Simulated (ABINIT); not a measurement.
# Mo (Im-3m) in ABINIT: a series of runs

One crystal, Mo, is run at these levels: BLYP, PBE, revPBE, LDA; tasks: band structure, equation of state.

Program: ABINIT 10.8.3 (patched build). These are calculated values, not measurements. Logs are shortened: lines on timing, memory, paths and dates and some standing lists are left out, and cuts for length are marked. The log counts tension as positive stress, the text compression.

### 1 The structure

It takes space group Im-3m (No. 229, cubic). The conventional cell has a = 3.168 Å, b = 3.168 Å, c = 3.168 Å, α = 90.00°, β = 90.00°, γ = 90.00°. Mo (site symmetry m-3m) has 8 Mo at 2.74 Å as nearest neighbours.

### 2 Band structure, BLYP, spin-orbit coupling, no magnetisation

File run.abi:

```
# Datasets: ground state, then fixed potential
ndtset 2

# Pseudopotentials
pp_dirpath "./"
pseudos "Mo.GGA_PBE-JTH.xml"

# Structure
acell 2.7432376088 2.7432376088 2.7432376088 Angstrom
rprim
    -0.5773502692     0.5773502692     0.5773502692
     0.5773502692    -0.5773502692     0.5773502692
     0.5773502692     0.5773502692    -0.5773502692
ntypat 1
znucl 42
natom 1
typat 1
xred
     0.0000000000     0.0000000000     0.0000000000

# Plane-wave basis
ecut 408.170794 eV
pawecutdg 30.0

# Exchange and correlation
ixc -106131

# Bands and occupations
occopt 3
tsmear 0.00183747

# Spin
nspinor 2
nspden 1
pawspnorb 1

# SCF cycle
nstep 100

# Output
iomode 3
prtwf 0
prteig 0
prtebands 0
enunit 1
prtden1 1

# Dataset 1
kptopt1 4
ngkpt1 12 12 12
nshiftk1 1
shiftk1 0.0 0.0 0.0
nband1 22
tolvrs1 1.0e-9

# Dataset 2: bands along G-H-N-G-P-H
iscf2 -2
getden2 1
nband2 34
nbdbuf2 8
tolwfr2 1.0e-11
kptopt2 -5
ndivsm2 8
prteig2 1
prtvol2 -3
kptbounds2
     0.0000000000     0.0000000000     0.0000000000
     0.5000000000    -0.5000000000     0.5000000000
     0.0000000000     0.0000000000     0.5000000000
     0.0000000000     0.0000000000     0.0000000000
     0.2500000000     0.2500000000     0.2500000000
     0.5000000000    -0.5000000000     0.5000000000
```

Potentials or basis: JTH PAW PBE v2.0.

Run with:

```sh
$ abinit run.abi > log 2>&1
```

run.abo:

```text
.Version 10.8.3 of ABINIT
 DATASET    1 : space group I4 3 2 (#211); Bravais cI (body-center cubic)
================================================================================
 Values of the parameters that define the memory need for DATASET  1.
     intxc =       0    ionmov =       0      iscf =      17    lmnmax =      18
     lnmax =       6     mgfft =      20  mpssoang =       3    mqgrid =    3001
     natom =       1  nloc_mem =       2    nspden =       1   nspinor =       2
    nsppol =       1      nsym =      24    n1xccc =       1    ntypat =       1
    occopt =       3   xclevel =       2
       mpw =         321          nfft =        8000          nkpt =          88
 PAW method is used; the additional fine FFT grid is defined by:
   mgfftf=        27    nfftf =     19683
================================================================================
================================================================================

 DATASET    2 : space group I4 3 2 (#211); Bravais cI (body-center cubic)
================================================================================
 Values of the parameters that define the memory need for DATASET  2.
     intxc =       0    ionmov =       0      iscf =      -2    lmnmax =      18
     lnmax =       6     mgfft =      20  mpssoang =       3    mqgrid =    3001
     natom =       1  nloc_mem =       2    nspden =       1   nspinor =       2
    nsppol =       1      nsym =      24    n1xccc =       1    ntypat =       1
    occopt =       3   xclevel =       2
       mpw =         321          nfft =        8000          nkpt =          48
 PAW method is used; the additional fine FFT grid is defined by:
   mgfftf=        27    nfftf =     19683
================================================================================
================================================================================

--------------------------------------------------------------------------------
------------- Echo of variables that govern the present computation ------------
--------------------------------------------------------------------------------
 -outvars: echo values of preprocessed input variables --------
            acell      5.1839677789E+00  5.1839677789E+00  5.1839677789E+00 Bohr
              amu      9.59400000E+01
             ecut      1.50000000E+01 Hartree
           enunit           1
           getden1          0
           getden2          1
             iscf1         17
             iscf2         -2
              ixc     -106131
           jdtset        1    2
           kptopt1          4
           kptopt2         -5
         kptrlatt       12    0    0      0   12    0      0    0   12
          kptrlen1     6.22076133E+01
          kptrlen2     3.00000000E+01
            natom           1
            nband1         22
            nband2         34
           nbdbuf1          0
           nbdbuf2          8
           ndtset           2
           ndivsm1          0
           ndivsm2          8
            ngfft          20      20      20
          ngfftdg          27      27      27
             nkpt1         88
             nkpt2         48
          nspinor           2
            nstep         100
             nsym          24
           ntypat           1
           occopt           3
        pawcpxocc           2
        pawecutdg      3.00000000E+01 Hartree
        pawspnorb           1
         pawxcdev           0
        prtebands           0
           prteig1          0
           prteig2          1
           prtvol1          0
           prtvol2         -3
            prtwf           0
            rprim     -5.7735026920E-01  5.7735026920E-01  5.7735026920E-01
                       5.7735026920E-01 -5.7735026920E-01  5.7735026920E-01
                       5.7735026920E-01  5.7735026920E-01 -5.7735026920E-01
[... 219 lines left out ...]
 Angles (23,13,12)=  1.09471221E+02  1.09471221E+02  1.09471221E+02 degrees

 Coarse grid specifications (used for wave-functions):

 getcut: wavevector=  0.0000  0.0000  0.0000  ngfft=  20  20  20
         ecut(hartree)=     15.000   => boxcut(ratio)=   2.21840

 getcut : COMMENT -
  Note that boxcut > 2.2 ; recall that boxcut=Gcut(box)/Gcut(sphere) = 2
  is sufficient for exact treatment of convolution.
  Such a large boxcut is a waste : you could raise ecut
  e.g. ecut=   18.454880 Hartrees makes boxcut=2

 Fine grid specifications (used for densities):

 getcut: wavevector=  0.0000  0.0000  0.0000  ngfft=  27  27  27
         ecut(hartree)=     30.000   => boxcut(ratio)=   2.03717
--------------------------------------------------------------------------------

================================================================================
 Non-SCF case, kpt    1 (  0.00000  0.00000  0.00000), residuals and eigenvalues=
  2.57E-12  4.15E-12  1.41E-12  7.73E-12  2.14E-12  4.90E-12  2.65E-12  4.10E-12
  6.13E-12  9.34E-12  1.14E-12  5.64E-12  2.31E-12  8.69E-12  2.68E-12  2.73E-12
  2.35E-12  5.14E-12  6.87E-12  1.92E-12  2.56E-12  4.19E-12  2.75E-12  7.39E-12
  2.76E-12  7.83E-12  7.75E-11  6.15E-10  1.28E-09  8.62E-09  5.76E-06  5.23E-06
  9.13E-12  1.57E-11
 -1.7416E+00 -1.7416E+00 -8.2299E-01 -8.2299E-01 -7.2987E-01 -7.2987E-01
 -7.2987E-01 -7.2987E-01  2.5478E-01  2.5478E-01  4.5968E-01  4.5968E-01
  4.5968E-01  4.5968E-01  4.6479E-01  4.6479E-01  5.7159E-01  5.7159E-01
  5.7159E-01  5.7159E-01  1.0710E+00  1.0710E+00  1.0710E+00  1.0710E+00
  1.0710E+00  1.0710E+00  1.4820E+00  1.4820E+00  1.4820E+00  1.4820E+00
[... 551 lines left out ...]
  1.2319E+00  1.2319E+00  1.2669E+00  1.2669E+00  1.2671E+00  1.2671E+00
  1.3958E+00  1.3958E+00  1.8229E+00  1.8251E+00
 Non-SCF case, kpt   48 (  0.50000 -0.50000  0.50000), residuals and eigenvalues=
  8.10E-12  3.92E-12  6.80E-12  3.70E-12  2.48E-12  2.69E-12  2.15E-12  7.51E-12
  6.77E-12  5.99E-12  8.70E-13  3.77E-12  9.74E-12  5.95E-12  2.34E-12  1.97E-12
  5.94E-12  3.56E-12  3.58E-12  7.76E-12  1.79E-12  7.35E-12  2.74E-12  4.36E-12
  5.57E-12  6.61E-12  2.60E-12  8.94E-12  9.45E-12  2.65E-12  3.53E-11  1.44E-10
  8.54E-05  8.20E-04
 -1.7262E+00 -1.7262E+00 -8.5245E-01 -8.5245E-01 -7.6558E-01 -7.6558E-01
 -7.6558E-01 -7.6558E-01  3.2045E-01  3.2045E-01  3.2045E-01  3.2045E-01
  6.4995E-01  6.4995E-01  6.4995E-01  6.4995E-01  6.5753E-01  6.5753E-01
  8.2787E-01  8.2787E-01  8.5759E-01  8.5759E-01  8.5759E-01  8.5759E-01
  1.2142E+00  1.2142E+00  1.2724E+00  1.2724E+00  1.2724E+00  1.2724E+00
  1.3876E+00  1.3876E+00  1.8558E+00  1.8640E+00

--- !ResultsGS
iteration_state: {dtset: 2, }
comment   : Summary of ground state results
lattice_vectors:
- [ -2.9929652,   2.9929652,   2.9929652, ]
- [  2.9929652,  -2.9929652,   2.9929652, ]
- [  2.9929652,   2.9929652,  -2.9929652, ]
lattice_lengths: [   5.18397,    5.18397,    5.18397, ]
lattice_angles: [109.471, 109.471, 109.471, ] # degrees, (23, 13, 12)
lattice_volume:   1.0724202E+02
convergence: {deltae:  0.000E+00, res2:  0.000E+00, residm:  9.966E-12, diffor:  0.000E+00, }
etotal    :  -6.87916893E+01
entropy   :   0.00000000E+00
fermie    :   5.11222915E-01
cartesian_stress_tensor: null
pressure_GPa: null
xred      :
- [  0.0000E+00,   0.0000E+00,   0.0000E+00, Mo]
cartesian_forces: null
force_length_stats: {min: null, max: null, mean: null, }
...

 Integrated electronic density in atomic spheres:
 ------------------------------------------------
 Atom  Sphere_radius  Integrated_density
    1        2.20740         11.34158320

================================================================================

 ----iterations are completed or convergence reached----

 Mean square residual over all n,k,spin=   41.113E-13; max=  99.656E-13
 reduced coordinates (array xred) for    1 atoms
       0.000000000000      0.000000000000      0.000000000000

 cartesian coordinates (angstrom) at end:
    1      0.00000000000000     0.00000000000000     0.00000000000000
 length scales=  5.183967778922  5.183967778922  5.183967778922 bohr
              =  2.743237608800  2.743237608800  2.743237608800 angstroms
 Eigenvalues (   eV  ) for nkpt=  48  k points:
 kpt#   1, nband= 34, wtk=  1.00000, kpt=  0.0000  0.0000  0.0000 (reduced coord)
 -47.39137  -47.39137  -22.39475  -22.39475  -19.86086  -19.86086  -19.86086  -19.86086
   6.93304    6.93304   12.50852   12.50852   12.50852   12.50852   12.64746   12.64746
  15.55369   15.55369   15.55369   15.55369   29.14348   29.14348   29.14348   29.14348
  29.14348   29.14348   40.32682   40.32682   40.32682   40.32682   43.05030   43.05031
  43.90973   43.90973
 kpt#   2, nband= 34, wtk=  1.00000, kpt=  0.0455 -0.0455  0.0455 (reduced coord)
 -47.38168  -47.38168  -22.41629  -22.41629  -19.89548  -19.89548  -19.87978  -19.87978
   7.11348    7.11348   12.49880   12.49880   12.54438   12.54438   12.68159   12.68159
  15.32458   15.32458   15.63419   15.63419   29.32933   29.32933   29.44225   29.44225
  29.44433   29.44433   38.37111   38.37111   40.66051   40.66051   43.01114   43.01114
  43.64272   43.64275
 kpt#   3, nband= 34, wtk=  1.00000, kpt=  0.0909 -0.0909  0.0909 (reduced coord)
 -47.35365  -47.35365  -22.47812  -22.47812  -19.99212  -19.99212  -19.93524  -19.93524
   7.62987    7.62987   12.49058   12.49058   12.57390   12.57390   12.88036   12.88036
  14.70268   14.70268   15.86259   15.86259   29.82262   29.82262   30.29590   30.29590
  30.30467   30.30467   35.43678   35.43678   41.65591   41.65591   42.08948   42.08948
[... 257 lines left out ...]
  34.10376   34.10376   34.12137   34.12137   34.83287   34.83287   38.63588   38.63588
  47.28978   47.28992
 kpt#  47, nband= 34, wtk=  1.00000, kpt=  0.4750 -0.4250  0.4750 (reduced coord)
 -46.97958  -46.97958  -23.18665  -23.18665  -20.83735  -20.83735  -20.80424  -20.80424
   8.83181    8.83181    8.83451    8.83451   17.00251   17.00251   17.55843   17.55843
  17.68781   17.68781   22.80208   22.80208   23.49828   23.49828   23.62768   23.62768
  33.52224   33.52224   34.47512   34.47512   34.47985   34.47985   37.98084   37.98084
  49.60470   49.66354
 kpt#  48, nband= 34, wtk=  1.00000, kpt=  0.5000 -0.5000  0.5000 (reduced coord)
 -46.97319  -46.97319  -23.19645  -23.19645  -20.83251  -20.83251  -20.83251  -20.83251
   8.71990    8.71990    8.71990    8.71990   17.68594   17.68594   17.68594   17.68594
  17.89219   17.89219   22.52750   22.52750   23.33618   23.33618   23.33618   23.33618
  33.04114   33.04114   34.62310   34.62310   34.62310   34.62310   37.75932   37.75932
  50.49975   50.72224

== END DATASET(S) ==============================================================
================================================================================

 -outvars: echo values of variables after computation  --------
            acell      5.1839677789E+00  5.1839677789E+00  5.1839677789E+00 Bohr
           etotal1    -6.8791689303E+01
            fcart1    -0.0000000000E+00 -0.0000000000E+00 -0.0000000000E+00
            rprim     -5.7735026920E-01  5.7735026920E-01  5.7735026920E-01
                       5.7735026920E-01 -5.7735026920E-01  5.7735026920E-01
                       5.7735026920E-01  5.7735026920E-01 -5.7735026920E-01
           strten1    -2.9012957619E-04 -2.9012957619E-04 -2.9012957619E-04
                       0.0000000000E+00  0.0000000000E+00  0.0000000000E+00
 Calculation completed.
```

It took 45 s on 1 thread of Intel Xeon at 2.70GHz, shared host; peak memory 0.1 GiB.

Results:

```yaml
Free_energy: -1871.9172 eV
Pressure: 8.5 GPa
Band_gap_on_the_k_mesh: none (metal or under the smearing width)
Valence_electrons_inside_the_program's_atomic_spheres: Mo 11.34 (radii [1.1681] Å)
```

Levels at the corners of the path, in eV from the Fermi level:
| point | band 12 | band 13 | band 14 | band 15 | band 16 | band 17 |
| --- | --- | --- | --- | --- | --- | --- |
| Γ | -1.40 | -1.40 | -1.40 | -1.26 | -1.26 | 1.64 |
| H | -5.19 | 3.77 | 3.77 | 3.77 | 3.77 | 3.98 |
| N | -3.30 | 1.62 | 1.62 | 1.82 | 1.82 | 2.24 |
| Γ | -1.40 | -1.40 | -1.40 | -1.26 | -1.26 | 1.64 |
| P | -2.46 | -2.46 | -2.46 | 2.36 | 2.36 | 2.36 |
| H | -5.19 | 3.77 | 3.77 | 3.77 | 3.77 | 3.98 |

Caveat: the PAW data sets were made with another functional, which shifts forces and pressure a little.

### 3 Equation of state, PBE

File run.abi:

```
ndtset 7
getwfk -1
scalecart1 3*0.9795861087
scalecart2 3*0.9864848297
scalecart3 3*0.9932883884
scalecart4 3*1.0000000000
scalecart5 3*1.0066227096
scalecart6 3*1.0131594038
scalecart7 3*1.0196128224

pp_dirpath "./"
pseudos "Mo.GGA_PBE-JTH.xml"

acell 3*1.0
rprim
    -2.9929651906     2.9929651906     2.9929651906
     2.9929651906    -2.9929651906     2.9929651906
     2.9929651906     2.9929651906    -2.9929651906
ntypat 1
znucl 42
natom 1
typat 1
xred
     0.0000000000     0.0000000000     0.0000000000

ecut 13.0
pawecutdg 26.0

kptopt 1
ngkpt 12 12 12
nshiftk 1
shiftk 0.0 0.0 0.0

ixc 11

nband 11
occopt 3
tsmear 0.00183747

nstep 100
tolvrs 1.0e-9

iomode 3
prtwf 1
prtden 0
prteig 0
prtebands 0
enunit 2
```

Potentials or basis: JTH PAW PBE v2.0.

Run with:

```sh
$ abinit run.abi > log 2>&1
```

Wall time 30 s (1 thread of Intel Xeon at 2.70GHz, shared host); peak memory 0.12 GiB.

It converged, with:

```yaml
Equilibrium_volume: 15.79 Å³/atom
Bulk_modulus: 260 GPa
Pressure_derivative_of_the_bulk_modulus: "4.2 (rough: it moves with the points fitted)"
```

Energy against volume, from the lowest point:
```csv
volume (Å³/atom),energy (meV/atom)
14.938,41.03
15.256,15.28
15.574,2.09
15.892,0.00
16.209,8.11
16.527,24.83
16.845,50.27
```

Caveat: pressures at fixed basis lie under the slope of the energies.

### 4 Band structure, revPBE

File run.abi:

```
# Datasets: ground state, then fixed potential
ndtset 2

# Pseudopotentials
pp_dirpath "./"
pseudos "Mo.GGA_PBE-JTH.xml"

# Structure
acell 3*1.0 Angstrom
rprim
    -1.5838089719     1.5838089719     1.5838089719
     1.5838089719    -1.5838089719     1.5838089719
     1.5838089719     1.5838089719    -1.5838089719
ntypat 1
znucl 42
natom 1
typat 1
xred
     0.0000000000     0.0000000000     0.0000000000

# Plane-wave basis
ecut 15.0
pawecutdg 30.0

# Exchange and correlation
ixc 14

# Bands and occupations
occopt 3
tsmear 0.05 eV

# SCF cycle
nstep 100

# Output
iomode 3
prtwf 0
prteig 0
prtebands 0
enunit 1
prtden1 1
prtvha1 1
prtvclmb1 1
prtpot1 1

# Dataset 1
kptopt1 1
ngkpt1 12 12 12
nshiftk1 1
shiftk1 0.0 0.0 0.0
nband1 11
tolvrs1 1.0e-9

# Dataset 2: bands along G-H-N-G-P-H
iscf2 -2
getden2 1
nband2 17
nbdbuf2 4
tolwfr2 1.0e-11
kptopt2 -5
ndivsm2 8
prteig2 1
prtvol2 -3
kptbounds2
     0.0000000000     0.0000000000     0.0000000000
     0.5000000000    -0.5000000000     0.5000000000
     0.0000000000     0.0000000000     0.5000000000
     0.0000000000     0.0000000000     0.0000000000
     0.2500000000     0.2500000000     0.2500000000
     0.5000000000    -0.5000000000     0.5000000000
```

Run with:

```sh
$ abinit run.abi > log 2>&1
```

Wall time 11 s (1 thread of Intel Xeon at 2.70GHz, shared host); peak memory 0.11 GiB.

The run converged. Its results:

```
Free energy                                           : -1871.2709 eV
Pressure                                              : 0.6 GPa
Band gap on the k mesh                                : none (metal or under the smearing width)
Valence electrons inside the program's atomic spheres : Mo 11.29 (radii [1.1681] Å)
```

Levels at the corners of the path, in eV from the Fermi level:
```csv
point,band 3,band 4,band 5,band 6,band 7,band 8,band 9,band 10,band 11,band 12
Γ,-34.56,-34.56,-7.13,-1.28,-1.28,-1.28,1.68,1.68,14.97,14.97
H,-35.47,-35.47,-5.25,-5.25,3.93,3.93,3.93,9.00,9.00,9.00
N,-34.98,-34.57,-5.17,-3.27,1.59,1.70,2.32,4.68,11.45,12.04
Γ,-34.56,-34.56,-7.13,-1.28,-1.28,-1.28,1.68,1.68,14.97,14.97
P,-35.23,-35.23,-2.54,-2.54,-2.54,2.44,2.44,9.52,11.44,11.44
H,-35.47,-35.47,-5.25,-5.25,3.93,3.93,3.93,9.00,9.00,9.00
```

Caveat: the PAW data sets were made with another functional, which shifts forces and pressure a little.

(Part 1 of 2 ends here.)
